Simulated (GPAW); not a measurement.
Runs of GPAW 26.7.0 on ZnO (zincite). It takes space group P6_3mc (No. 186, hexagonal). Conventional cell: a = 3.249 Å, b = 3.249 Å, c = 5.206 Å, α = 90.00°, β = 90.00°, γ = 120.00°. Around Zn (site symmetry 3m) lie 4 O at 1.97 to 1.98 Å. O (site symmetry 3m) is surrounded by 4 Zn at 1.97 to 1.98 Å. 

```tsv
task	level	potentials or basis	smearing	band path	band points	gap on the mesh (eV)	pressure (GPa)	largest force (eV/Å)
single point	PBE	GPAW PAW data sets (gpaw-data 1.2.1), pw	gaussian 0.011 eV	-	-	0.80	5.1	0.07
band structure	PBE	GPAW PAW data sets (gpaw-data 1.2.1), pw	fermi-dirac 0.05 eV	GMKGALHA,LM,KH	80	0.80	5.1	0.07
band structure	LDA	the program's PAW data sets (release 1.2.1) made for this functional, pw	fermi-dirac 0.05 eV	GMKGALHA,LM,KH	100	(a)	-8.3	0.05
band structure	PBEsol	PAW data sets generated in the run's folder for this functional, pw	fermi-dirac 0.05 eV	GMKGALHA,LM,KH	60	(b)	-1.5	0.06
```

Alike in all rows: no spin polarisation; cell as given; k mesh 9 × 9 × 5; cutoff (eV) 800.

Q: Estimate the missing entries.

A: (a) 0.73; (b) 0.69.

